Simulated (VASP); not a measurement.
Here is a VASP 6.6.1 calculation.

INCAR

```
PREC     = Accurate       # precision mode
ENCUT    = 600            # plane-wave cutoff, eV
EDIFF    = 1E-7           # SCF threshold, eV
ISMEAR   = 0              # smearing method
SIGMA    = 0.03           # smearing width, eV
LREAL    = F              # projectors in reciprocal space
LASPH    = T              # aspherical terms in the spheres
NELM     = 80             # most SCF steps
ALGO     = Fast           # electronic algorithm
ISIF     = 4              # what is computed and relaxed
LWAVE    = F              # write WAVECAR
LCHARG   = F              # write CHGCAR
GGA      = PS             # functional
IBRION   = 2              # ionic algorithm
NSW      = 40             # ionic steps
EDIFFG   = -0.01          # ionic threshold
KPAR     = 2
```

File KPOINTS:

```
regular mesh
0
Gamma
  8 8 8
```

POSCAR

```
BaTiO3                                  
1.0
    4.0193486338      0.0000000000      0.0000000000
    0.0000000000      4.0193486338     -0.0000000000
    0.0000000000      0.0000000000      4.1191712739
  Ba              Ti              O             
     1     1     3
Direct
     0.0000000000000000    1.0000000000000000    0.9986017990225708
     0.5000000000000000    0.5000000000000000    0.4819255852252555
     0.5000000000000000    0.5000000000000000    0.0291004915946275
     0.5000000000000000    0.0000000000000000    0.5166860620787762
     0.0000000000000000    0.5000000000000000    0.5166860620787762
```

Potentials or basis: VASP PAW PBE potentials, release 64 (Ba_sv, Ti_sv, O).

Run with:

```console
$ cat potpaw_PBE.64/Ba_sv/POTCAR potpaw_PBE.64/Ti_sv/POTCAR potpaw_PBE.64/O/POTCAR > POTCAR
$ mpirun -np 2 vasp_std > vasp.out
```

What does it give for the energy gained by relaxing?

3.5 meV/atom.

What does it give for the band gap on the k mesh?

1.74 eV, indirect (least direct gap 2.32 eV).

The path:
| step | energy change (eV) | largest force (eV/Å) | pressure (GPa) |
| --- | --- | --- | --- |
| 1 | 0.0000 | 0.3792 | -6.28 |
| 2 | -0.0077 | 0.1072 | -5.53 |
| 3 | -0.0082 | 0.0700 | -5.26 |
| 4 | -0.0129 | 0.0735 | -4.84 |
| 5 | -0.0162 | 0.0904 | -4.03 |
| 6 | -0.0169 | 0.0889 | -4.29 |
| 7 | -0.0169 | 0.0574 | -4.23 |
| 8 | -0.0175 | 0.0332 | -4.18 |
| 9 | -0.0176 | 0.0289 | -4.16 |
| 10 | -0.0177 | 0.0107 | -4.10 |
| 11 | -0.0177 | 0.0129 | -4.05 |
| 12 | -0.0177 | 0.0110 | -4.05 |
| 13 | -0.0177 | 0.0099 | -4.02 |

Caveat: the PAW data sets were made with another functional, which shifts forces and pressure a little; spin-orbit coupling is left out, which moves the levels of the heavy elements. A k mesh can miss the band edges.
